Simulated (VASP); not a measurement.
# Fe (Im-3m) in VASP: notebook

One crystal, Fe, is run at these levels: LDA; tasks: relaxation of cell and atoms, electrostatic potential.

Everything below comes from runs of VASP 6.6.1. Logs are shortened: lines on timing, memory, paths and dates and some standing lists are left out, and cuts for length are marked.

**1. Starting point**

The structure is cubic, space group Im-3m (No. 229). Conventional cell: a = 2.790 Å, b = 2.790 Å, c = 2.790 Å, α = 90.00°, β = 90.00°, γ = 90.00°. Fe (site symmetry m-3m) is surrounded by 8 Fe at 2.42 Å.

The cell was built by a generator and needn't be a form met in nature.

**2. Relaxation of cell and atoms, LDA, collinear spin, ferromagnetic start**

File INCAR:

```
SYSTEM = Fe
PREC = Accurate ; ENCUT = 600
EDIFF = 1E-6 ; ISMEAR = 1
SIGMA = 0.1 ; LREAL = .FALSE.
LASPH = .TRUE. ; NELM = 120
ALGO = Normal ; ISIF = 3
LWAVE = .FALSE. ; LCHARG = .FALSE.
ISPIN = 2 ; MAGMOM = 2.5
LORBIT = 11 ; LMAXMIX = 4
GGA = CA ; IBRION = 2
NSW = 60 ; EDIFFG = -0.005
```

File KPOINTS:

```
Automatic mesh
0
G
  20 20 20
  0 0 0
```

File POSCAR:

```
Fe
1.0
   -1.3950000000      1.3950000000      1.3950000000
    1.3950000000     -1.3950000000      1.3950000000
    1.3950000000      1.3950000000     -1.3950000000
Fe
1
Direct
    0.0000000000      0.0000000000      0.0000000000
```

Potentials or basis: VASP PAW LDA potentials, release 64 (Fe).

Started as:

```sh
$ cat potpaw_LDA.64/Fe/POTCAR > POTCAR
$ mpirun -np 1 vasp_std > vasp.out
```

OUTCAR:

```text
SYSTEM = Fe
   PREC = Accurate
   ENCUT = 600
   EDIFF = 1E-6
   ISMEAR = 1
   LREAL = .FALSE.
   LASPH = .TRUE.
   NELM = 120
   ISIF = 3
   ISPIN = 2
   LORBIT = 11
   GGA = CA
   IBRION = 2
   NSW = 60
   EDIFFG = -0.005

 ion  position               nearest neighbor table
   1  0.000  0.000  0.000-

  LATTYP: Found a body centered cubic cell.
 ALAT       =     2.7900000000

  Lattice vectors:

 A1 = (  -1.3950000000,   1.3950000000,   1.3950000000)
 A2 = (   1.3950000000,  -1.3950000000,   1.3950000000)
 A3 = (   1.3950000000,   1.3950000000,  -1.3950000000)

Analysis of symmetry for initial positions (statically):
=====================================================================
 Subroutine PRICEL returns:
 Original cell was already a primitive cell.

 Routine SETGRP: Setting up the symmetry group for a
 body centered cubic supercell.

 Subroutine GETGRP returns: Found 48 space group operations
 (whereof 48 operations were pure point group operations)
 out of a pool of 48 trial point group operations.

The static configuration has the point symmetry O_h .

Analysis of symmetry for dynamics (positions and initial velocities):
=====================================================================
 Subroutine PRICEL returns:
 Original cell was already a primitive cell.

 Routine SETGRP: Setting up the symmetry group for a
 body centered cubic supercell.

 Subroutine GETGRP returns: Found 48 space group operations
 (whereof 48 operations were pure point group operations)
 out of a pool of 48 trial point group operations.

The dynamic configuration has the point symmetry O_h .

Analysis of structural, dynamic, and magnetic symmetry:
=====================================================================
 Subroutine PRICEL returns:
 Original cell was already a primitive cell.

 Routine SETGRP: Setting up the symmetry group for a
 body centered cubic supercell.

 Subroutine GETGRP returns: Found 48 space group operations
 (whereof 48 operations were pure point group operations)
 out of a pool of 48 trial point group operations.

The overall configuration has the point symmetry O_h .

 Subroutine INISYM returns: Found 48 space group operations
 (whereof 48 operations are pure point group operations),
 and found     1 'primitive' translations

----------------------------------------------------------------------------------------

                                     Primitive cell

  volume of cell :      10.8588

  direct lattice vectors                    reciprocal lattice vectors
    -1.395000000  1.395000000  1.395000000     0.000000000  0.358422939  0.358422939
     1.395000000 -1.395000000  1.395000000     0.358422939  0.000000000  0.358422939
     1.395000000  1.395000000 -1.395000000     0.358422939  0.358422939  0.000000000

  length of vectors
     2.416210877  2.416210877  2.416210877     0.506886581  0.506886581  0.506886581

  position of ions in fractional coordinates (direct lattice)
     0.000000000  0.000000000  0.000000000

  ion indices of the primitive-cell ions
   primitive index   ion index
                 1           1

----------------------------------------------------------------------------------------

 KPOINTS: Automatic mesh

Automatic generation of k-mesh.
 Grid dimensions read from file:
 generate k-points for:   20   20   20

 Generating k-lattice:

  Cartesian coordinates                     Fractional coordinates (reciprocal lattice)
     0.000000000  0.017921147  0.017921147     0.050000000  0.000000000  0.000000000
     0.017921147  0.000000000  0.017921147     0.000000000  0.050000000  0.000000000
     0.017921147  0.017921147  0.000000000     0.000000000  0.000000000  0.050000000

  Length of vectors
     0.025344329  0.025344329  0.025344329

  Shift w.r.t. Gamma in fractional coordinates (k-lattice)
     0.000000000  0.000000000  0.000000000

 Subroutine IBZKPT returns following result:
 ===========================================

 Found    256 irreducible k-points:

 Following reciprocal coordinates:
            Coordinates               Weight
  0.000000  0.000000  0.000000      1.000000
  0.050000  0.000000  0.000000     12.000000
  0.100000  0.000000  0.000000     12.000000
  0.150000  0.000000  0.000000     12.000000
  0.200000  0.000000  0.000000     12.000000
  0.250000  0.000000  0.000000     12.000000
[... 16 lines left out ...]
  0.200000  0.100000  0.000000     48.000000
  0.250000  0.100000  0.000000     48.000000
 [... further k-points ...]
   k-points           NKPTS =    256   k-points in BZ     NKDIM =    256   number of bands    NBANDS=      9
   number of dos      NEDOS =    301   number of ions     NIONS =      1
   total plane-waves  NPLWV =   8000
   dimension x,y,z NGX =    20 NGY =   20 NGZ =   20
   dimension x,y,z NGXF=    40 NGYF=   40 NGZF=   40
   ions per type =               1
   NGX,Y,Z   is equivalent  to a cutoff of  13.76, 13.76, 13.76 a.u.
   NGXF,Y,Z  is equivalent  to a cutoff of  27.52, 27.52, 27.52 a.u.
 SYSTEM =  Fe
   PREC   = accura    normal or accurate (medium, high low for compatibility)
   ISTART =      0    job   : 0-new  1-cont  2-samecut
   ICHARG =      2    charge: 1-file 2-atom 10-const
   ISPIN  =      2    spin polarized calculation?
   LNONCOLLINEAR =      F non collinear calculations
   LSORBIT =      F    spin-orbit coupling
   LASPH  =      T    aspherical Exc in radial PAW
   ENCUT  =  600.0 eV  44.10 Ry    6.64 a.u.   4.83  4.83  4.83*2*pi/ulx,y,z
   NELM   =    120;   NELMIN=  2; NELMDL= -5     # of ELM steps
   EDIFF  = 0.1E-05   stopping-criterion for ELM
   LREAL  =      F    real-space projection
   EDIFFG = -.5E-02   stopping-criterion for IOM
   NSW    =     60    number of steps for IOM
   IBRION =      2    ionic relax: 0-MD 1-quasi-New 2-CG
   NFREE  =      1    steps in history (QN), initial steepest desc. (CG)
   ISIF   =      3    stress and relaxation
   ISYM   =      2    0-nonsym 1-usesym 2-fastsym
   POTIM  = 0.5000    time-step for ionic-motion
   TEBEG  =    0.0;   TEEND  =   0.0 temperature during run
   PSTRESS=    0.0 pullay stress
   NELECT =       8.0000    total number of electrons
   NUPDOWN=      -1.0000    fix difference up-down
   EMIN   =  10.00;   EMAX   =-10.00  energy-range for DOS
   EFERMI =   0.00;   METHOD = LEGACY
   ISMEAR =     1;   SIGMA  =   0.10  broadening in eV -4-tet -1-fermi 0-gaus
   EFERMI_NEDOS =   21; number of points for ismear=-14 and -15
   IALGO  =     38    algorithm
   IMIX   =      4    mixing-type and parameters
     AMIX     =   0.40;   BMIX     =  1.00
     AMIX_MAG =   1.60;   BMIX_MAG =  1.00
  volume/ion in A,a.u.               =      10.86        73.28
  Fermi-wavevector in a.u.,A,eV,Ry     =   1.478577  2.794105 29.744921  2.186190
  Thomas-Fermi vector in A             =   2.592841
   LORBIT       =     11    0 simple, 1 ext, 2 COOP (PROOUT), +10 PAW based schemes
   GGA     = CA    functional components
   LHFCALC =     F    Hartree Fock is set to
   AEXX    =    0.0000 exact exchange contribution
   IVDW    =     0    specifies the selected vdW correction
   LEPSILON=     F    determine dielectric tensor
   LRPA    =     F    only Hartree local field effects (RPA)
 conjugate gradient relaxation of ions
 spin polarized calculation
 Methfessel and Paxton  Order N= 1 SIGMA  =   0.10
  energy-cutoff  :      600.00
  volume of cell :       10.86
 maximum number of plane-waves:       374
   NGX =  9   NGY =  9   NGZ =  9

--------------------------------------- Ionic step        1  -------------------------------------------

 number of electron       8.0000001 magnetization       2.0429449

 Free energy of the ion-electron system (eV)
  ---------------------------------------------------
  ext. energy  EPLUGINS =         0.00000000
  ---------------------------------------------------
  free energy    TOTEN  =        -9.20836046 eV

  energy without entropy =       -9.20864208  energy(sigma->0) =       -9.20845433

------------------------ aborting loop because EDIFF is reached ----------------------------------------

  FORCE on cell =-STRESS in cart. coord.  units (eV):
  Direction    XX          YY          ZZ          XY          YZ          ZX
  --------------------------------------------------------------------------------------
  -------------------------------------------------------------------------------------
  Total       -0.7137329     -0.7137329     -0.7137329      0.0000000      0.0000000     -0.0000000
  in kB     -105.3085666   -105.3085666   -105.3085666      0.0000000      0.0000000     -0.0000000
  external PRESSURE =    -105.3085666 kB  Pullay stress =       0.0000000 kB
[... 86 lines left out ...]
  FREE ENERGIE OF THE ION-ELECTRON SYSTEM (eV)
  ---------------------------------------------------
  free  energy   TOTEN  =        -9.2249002662 eV

  energy  without entropy=       -9.2250011582  energy(sigma->0) =       -9.22493390

[... ionic steps 4 to 7 ...]

--------------------------------------- Ionic step        8  -------------------------------------------

 number of electron       7.9999995 magnetization       1.9799564

------------------------ aborting loop because EDIFF is reached ----------------------------------------

  FORCE on cell =-STRESS in cart. coord.  units (eV):
  Direction    XX          YY          ZZ          XY          YZ          ZX
  --------------------------------------------------------------------------------------
  -------------------------------------------------------------------------------------
  Total       -0.0054901     -0.0054901     -0.0054901      0.0000000     -0.0000000      0.0000000
  in kB       -0.8468300     -0.8468300     -0.8468300      0.0000000     -0.0000000      0.0000000
  external PRESSURE =      -0.8468300 kB  Pullay stress =       0.0000000 kB
[... 55 lines left out ...]
  energy  without entropy=       -9.2249989401  energy(sigma->0) =       -9.22493223

--------------------------------------- Ionic step       10  -------------------------------------------

 number of electron       7.9999995 magnetization       1.9791387

 Free energy of the ion-electron system (eV)
  ---------------------------------------------------
  ext. energy  EPLUGINS =         0.00000000
  ---------------------------------------------------
  free energy    TOTEN  =        -9.22490268 eV

  energy without entropy =       -9.22500423  energy(sigma->0) =       -9.22493653

 E-fermi :   6.7176     XC(G=0): -13.9324

 val. band max:        6.7142791941   @ k =  -0.2000   0.3500   0.0500
 cond. band min:       6.7242080552   @ k =  -0.4000  -0.4500   0.1000
 fundamental gap:      0.0099288610
 Fermi energy:         6.7175793860

 spin component 1

 k-point     1 :       0.0000    0.0000    0.0000
  band No.  band energies     occupation
      1      -2.3803      1.00000
      2       4.2169      1.00000
      3       4.2169      1.00000
      4       4.2169      1.00000
      5       5.7721      1.00000
      6       5.7721      1.00000
      7      32.4249      0.00000
      8      32.4249      0.00000
      9      32.4249      0.00000
[... 265 lines left out ...]
 k-point    24 :       0.2500    0.1000    0.0000
  band No.  band energies     occupation
      1       0.9433      1.00000
      2       3.3770      1.00000
      3       3.9164      1.00000
      4       5.5252      1.00000
      5       5.9997      1.00000
      6       6.5438      1.01692
      7      21.2831      0.00000
      8      25.7768      0.00000
      9      29.6657      0.00000

 [... further k-points ...]

 spin component 2

 k-point     1 :       0.0000    0.0000    0.0000
  band No.  band energies     occupation
      1      -1.9995      1.00000
      2       5.8270      1.00000
      3       5.8270      1.00000
      4       5.8270      1.00000
      5       7.8887     -0.00000
      6       7.8887     -0.00000
      7      32.6037      0.00000
      8      32.6037      0.00000
      9      32.6037      0.00000
[... 265 lines left out ...]
 k-point    24 :       0.2500    0.1000    0.0000
  band No.  band energies     occupation
      1       1.5400      1.00000
      2       4.8723      1.00000
      3       5.2759      1.00000
      4       7.4987     -0.00000
      5       8.0827     -0.00000
      6       8.2864     -0.00000
      7      22.1290      0.00000
      8      26.3519      0.00000
      9      30.2973      0.00000

 [... further k-points ...]

------------------------ aborting loop because EDIFF is reached ----------------------------------------

  FORCE on cell =-STRESS in cart. coord.  units (eV):
  Direction    XX          YY          ZZ          XY          YZ          ZX
  --------------------------------------------------------------------------------------
  -------------------------------------------------------------------------------------
  Total       -0.0018194     -0.0018194     -0.0018194      0.0000000     -0.0000000      0.0000000
  in kB       -0.2807763     -0.2807763     -0.2807763      0.0000000     -0.0000000      0.0000000
  external PRESSURE =      -0.2807763 kB  Pullay stress =       0.0000000 kB
[... 16 lines left out ...]
  FREE ENERGIE OF THE ION-ELECTRON SYSTEM (eV)
  ---------------------------------------------------
  free  energy   TOTEN  =        -9.2249026806 eV

  energy  without entropy=       -9.2250042252  energy(sigma->0) =       -9.22493653

 reached required accuracy - stopping structural energy minimisation

 total charge

# of ion       s       p       d       tot
------------------------------------------
    1        0.528   0.620   6.334   7.481

 magnetization (x)

# of ion       s       p       d       tot
------------------------------------------
    1       -0.009  -0.033   1.988   1.946
```

Run time: 74 s. Hardware: 1 thread of Intel Xeon 6975P-C (Granite Rapids), shared host; peak memory 0.17 GiB.

Results:

| Item | Value |
| --- | --- |
| Free energy | -9.2249 eV |
| Relaxed volume | 10.38 Å³/atom |
| Relaxed cell | a = 2.380 Å, b = 2.380 Å, c = 2.380 Å, α = 109.47°, β = 109.47°, γ = 109.47° |
| Space group after relaxing (to 0.05 Å) | Im-3m (No. 229) |
| Energy gained by relaxing | 16.5 meV/atom |
| Ionic steps | 10 |
| Pressure after relaxing | 0.0 GPa |
| Band gap on the k mesh | none (metal or under the smearing width) |
| Net moment | 1.98 μB per cell |
| Site moments | Fe +1.95 μB |
| Valence electrons inside the program's atomic spheres | Fe 7.48 |

Step by step:
```csv
step,energy change (eV),largest force (eV/Å),pressure (GPa),volume (Å³)
1,0.0000,0.0000,-10.53,10.86
2,0.0146,0.0000,17.50,9.78
3,-0.0165,0.0000,0.14,10.38
4,-0.0165,0.0000,-0.49,10.39
5,-0.0165,0.0000,-0.30,10.39
6,-0.0165,0.0000,-0.20,10.39
7,-0.0165,0.0000,-0.19,10.39
8,-0.0165,0.0000,-0.08,10.39
9,-0.0165,0.0000,-0.15,10.39
10,-0.0165,0.0000,-0.03,10.38
```

Final structure:
```yaml
crystal:
  lattice:
    - [-1.37427, 1.37427, 1.37427]
    - [1.37427, -1.37427, 1.37427]
    - [1.37427, 1.37427, -1.37427]
  atoms:
    - { symbol: Fe, position: [0.00000, 0.00000, 0.00000] }
```

**3. Electrostatic potential, LDA, collinear spin, ferromagnetic start**

This run uses another cell than the first one, of 10.38 Å³/atom, 0.956 times its volume.

File INCAR:

```
PREC = Accurate
ENCUT = 520
EDIFF = 1E-6
ISMEAR = 1
SIGMA = 0.1
LREAL = F
LASPH = T
NELM = 120
ALGO = Normal
ISIF = 2
LWAVE = F
LCHARG = T
ISPIN = 2
MAGMOM = 2.5
LORBIT = 11
LMAXMIX = 4
GGA = CA
LVHAR = T
```

File KPOINTS:

```
Automatic mesh
0
Gamma
  20 20 20
```

File POSCAR:

```
Fe                                      
1.0
   -1.3742717197      1.3742717197      1.3742717197
    1.3742717197     -1.3742717197      1.3742717197
    1.3742717197      1.3742717197     -1.3742717197
  Fe            
     1
Direct
     0.0000000000000000    0.0000000000000000    0.0000000000000000
```

Potentials or basis: VASP PAW LDA potentials, release 64 (Fe).

Started as:

```sh
$ cat potpaw_LDA.64/Fe/POTCAR > POTCAR
$ mpirun -np 1 vasp_std > vasp.out
```

OUTCAR:

```text
PREC = Accurate
   ENCUT = 520
   EDIFF = 1E-6
   ISMEAR = 1
   LREAL = F
   LASPH = T
   NELM = 120
   ISIF = 2
   ISPIN = 2
   LORBIT = 11
   GGA = CA

 ion  position               nearest neighbor table
   1  0.000  0.000  0.000-

  LATTYP: Found a body centered cubic cell.
 ALAT       =     2.7485434394

  Lattice vectors:

 A1 = (  -1.3742717197,   1.3742717197,   1.3742717197)
 A2 = (   1.3742717197,  -1.3742717197,   1.3742717197)
[... 786 lines left out ...]
  -------------------------------------------------------------------------------------
  Total       -0.0030420     -0.0030420     -0.0030420      0.0000000     -0.0000000      0.0000000
  in kB       -0.4694452     -0.4694452     -0.4694452      0.0000000     -0.0000000      0.0000000
  external PRESSURE =      -0.4694452 kB  Pullay stress =       0.0000000 kB

 VOLUME and BASIS-vectors are now :
 -----------------------------------------------------------------------------
  energy-cutoff  :      520.00
  volume of cell :       10.38
      direct lattice vectors                 reciprocal lattice vectors
    -1.374271720  1.374271720  1.374271720     0.000000000  0.363829069  0.363829069
     1.374271720 -1.374271720  1.374271720     0.363829069  0.000000000  0.363829069
     1.374271720  1.374271720 -1.374271720     0.363829069  0.363829069  0.000000000

 POSITION                                       TOTAL-FORCE (eV/Angst)
 -----------------------------------------------------------------------------------
      0.00000      0.00000      0.00000         0.000000      0.000000      0.000000
 -----------------------------------------------------------------------------------
    total drift:                                0.000000      0.000000      0.000000

  FREE ENERGIE OF THE ION-ELECTRON SYSTEM (eV)
  ---------------------------------------------------
  free  energy   TOTEN  =        -9.2249790309 eV

  energy  without entropy=       -9.2250807679  energy(sigma->0) =       -9.22501294

 total charge

# of ion       s       p       d       tot
------------------------------------------
    1        0.528   0.620   6.333   7.481

 magnetization (x)

# of ion       s       p       d       tot
------------------------------------------
    1       -0.009  -0.033   1.988   1.946
```

Wall time 17 s (1 thread of Intel Xeon 6975P-C (Granite Rapids), shared host); peak memory 0.15 GiB.

Results:

```
Free energy                                           : -9.2250 eV
Pressure                                              : 0.0 GPa
Band gap on the k mesh                                : none (metal or under the smearing width)
Net moment                                            : 1.98 μB per cell
Site moments                                          : Fe +1.95 μB
Valence electrons inside the program's atomic spheres : Fe 7.48
```

Levels at points of the mesh, in eV from the Fermi level:
Spin up:
```csv
k point,band 3,band 4,band 5,band 6,band 7,band 8
"(0.00, 0.00, 0.00)",-2.50,-2.50,-0.95,-0.95,25.71,25.71
"(0.50, 0.00, 0.00)",-0.91,-0.71,0.37,0.63,8.18,18.97
"(0.50, 0.50, 0.50)",0.31,0.31,0.31,10.42,10.42,10.42
```
Spin down:
```tsv
k point	band 1	band 2	band 3	band 4	band 5	band 6
(0.00, 0.00, 0.00)	-8.72	-0.89	-0.89	-0.89	1.17	1.17
(0.50, 0.00, 0.00)	-4.34	-2.31	0.75	1.09	1.46	2.50
(0.50, 0.50, 0.50)	-3.93	-3.93	2.16	2.16	2.16	10.88
```
